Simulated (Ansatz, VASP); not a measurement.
**One calculation of C, two programs**

File INCAR:

```
ALGO = Normal
EDIFF = 1E-6
ENCUT = 520
GGA = PE
ISIF = 2
ISMEAR = 0
LASPH = T
LCHARG = T
LELF = T
LREAL = F
LVHAR = T
LWAVE = F
NBANDS = 11
NELM = 60
PREC = Accurate
SIGMA = 0.05
```

Contents of KPOINTS:

```
k-points
0
Gamma
  12 12 12
```

File POSCAR:

```
C
1.0
    0.0000000000      1.6964506556      1.6964506556
    1.6964506556      0.0000000000      1.6964506556
    1.6964506556      1.6964506556      0.0000000000
C
2
Direct
    0.5000000000      0.5000000000      0.5000000000
    0.7500000000      0.7500000000      0.7500000000
```

Input for Ansatz:

```yaml
crystal:
  lattice:
    - [0.0, 1.6964506556, 1.6964506556]
    - [1.6964506556, 0.0, 1.6964506556]
    - [1.6964506556, 1.6964506556, 0.0]
  atoms:
    - { symbol: C, position: [0.5, 0.5, 0.5] }
    - { symbol: C, position: [0.75, 0.75, 0.75] }
basis:
  ecutwfc: 420
kpoints:
  mp_grid: { grid: [12, 12, 12] }
hamiltonian:
  xc: pbe
scf:
  occupations: { method: gaussian, width: 0.05 }
output:
  forces: true
  stress: true
  eigenvalues: true
```

Change from the starting cell: strain -0.050 along x and y, -0.050 along z, atoms carried along.

Alike in both runs: task single point; functional PBE; k mesh 12 × 12 × 12; occupations gaussian, width 0.05 eV; no spin polarisation.

```csv
,VASP,Ansatz
version,VASP 6.6.1,Ansatz 0.2.0
potentials or method,"VASP PAW PBE potentials, release 64 (C)","scalar-relativistic, plane waves, PAW"
plane-wave cutoff (eV),520,420
valence electrons in the cell,8,8
```

Ansatz gave:

```
gap on the k mesh at the Fermi level (eV) : 4.52
least direct gap on the mesh (eV)         : 6.01
pressure (GPa)                            : 88.3
```

Which values does VASP return?

gap on the k mesh at the Fermi level (eV): 4.51; least direct gap on the mesh (eV): 6.01; pressure (GPa): 89.6.

With one functional, cell and mesh, what is left measures potentials, basis and numerics.

Caveats: the cell as given lies far from equilibrium; so large a pressure means that the cell lies far from this level's equilibrium, or that cutoff or potentials fall short (VASP).
